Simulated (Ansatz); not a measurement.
A (100) slab of SnO$_{2}$ (P4_2/mnm (No. 136)), 21 planes, outer planes O (top) and O (bottom), with 21 atoms (Sn7O14) in a surface cell of A = 15.318 Å², as cut from the bulk:

```xyz
21
Lattice="3.2121 0.0000 0.0000 0.0000 4.7690 0.0000 0.0000 0.0000 31.1546" Properties=species:S:1:pos:R:3 pbc="T T T"
O     0.0000    1.4606    7.5000
Sn    1.6060    2.3845    8.4239
O     0.0000    3.3083    9.3477
O     1.6060    0.9239    9.8845
Sn    0.0000    0.0000   10.8083
O     1.6060    3.8451   11.7322
O     0.0000    1.4606   12.2690
Sn    1.6060    2.3845   13.1928
O     0.0000    3.3083   14.1167
O     1.6060    0.9239   14.6535
Sn    0.0000    0.0000   15.5773
O     1.6060    3.8451   16.5012
O     0.0000    1.4606   17.0379
Sn    1.6060    2.3845   17.9618
O     0.0000    3.3083   18.8857
O     1.6060    0.9239   19.4224
Sn    0.0000    0.0000   20.3463
O     1.6060    3.8451   21.2701
O     0.0000    1.4606   21.8069
Sn    1.6060    2.3845   22.7308
O     0.0000    3.3083   23.6546
```

Level of theory: Ansatz 0.2.0, DFT PBEsol, scalar-relativistic, plane waves, PAW. Settings: cutoff 420 eV, Γ-centred mesh 8×6×1 on the computed 21-atom cell, Gaussian smearing of 0.05 eV; no spin polarisation.

Against the same 21 atoms in the bulk, the slab as cut lies 2.998 eV higher and the relaxed slab 2.443 eV higher.

Question: Work out the surface energy before and after relaxation.

Answer: The slab has two faces, so γ = (E_slab − N·E_bulk)/(2A), the mean of both. As cut: 2.998/(2 × 15.318) = 0.0979 eV/Å², and 1 eV/Å² = 16.02 J/m², so γ = 1.57 J/m². Relaxed: 2.443/(2 × 15.318) = 0.0797 eV/Å² = 1.28 J/m². Relaxation recovers 19 % of the cost of cutting.

Question: What is the ideal work of this cut, per area?

Answer: Griffith's ideal work is 2γ: 3.14 J/m² if the new faces stay rigid, 2.55 J/m² if they relax. Other cuts parallel to this plane can cost less. One thickness was run, 21 planes, so γ can still shift with it.

Cutting SnO₂ along this plane is fairly cheap because it severs few bonds and leaves no polar face. Each outer Sn loses one of its oxygen neighbours, and each outermost O keeps two of its three Sn neighbours. The O–Sn–O repeat unit stays intact, so the faces are stoichiometric and carry no net dipole, and Sn can remain formally Sn(IV) without compensating charge. The two faces of the cut slab are related by inversion, so 1.57 J/m² applies to each of them and not merely to their average.

The drop to 1.28 J/m² probably reflects outer ions shifting to strengthen their remaining Sn–O bonds and to screen the altered electrostatic field. Most of the cost survives because such shifts cannot replace the missing neighbours. The relaxed work of separation is the reversible cost of this cleavage; a measured fracture energy would also include plastic and other dissipative losses. The result doesn't show whether this termination persists under reducing or humid conditions, where oxygen loss to form Sn(II) or hydroxylation may be favoured.
